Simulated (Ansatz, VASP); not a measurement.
# ZnSe in VASP and in Ansatz

```
CELL_PARAMETERS angstrom
0.00000 2.78151 2.78151
2.78151 0.00000 2.78151
2.78151 2.78151 0.00000
ATOMIC_POSITIONS crystal
Zn 0.00000 0.00000 0.00000
Se 0.75000 0.75000 0.75000
```

Alike in both runs: functional r2SCAN; k mesh 8 × 8 × 8; no spin polarisation.

Ansatz relaxed the structure, and its values are those at the end. VASP's run is a single point on that final structure, the one shown.

|  | VASP | Ansatz |
| --- | --- | --- |
| version | VASP 6.6.1 | Ansatz 0.2.0 |
| potentials or method | VASP PAW PBE potentials, release 64 (Zn, Se) | PAW with Ansatz's default frozen-core files, scalar-relativistic |
| plane-wave cutoff (eV) | 520 | 500 |
| occupations | gaussian, width 0.01 eV | fixed |
| valence electrons in the cell | 18 | 28 |

|  | VASP | Ansatz | Ansatz less VASP |
| --- | --- | --- | --- |
| pressure (GPa) | 4.2 | 4.0 | -0.14 |

The two sets of potentials don't hold the same shells in valence.

Caveats: the PAW data sets were made with another functional, which shifts forces and pressure a little (VASP).
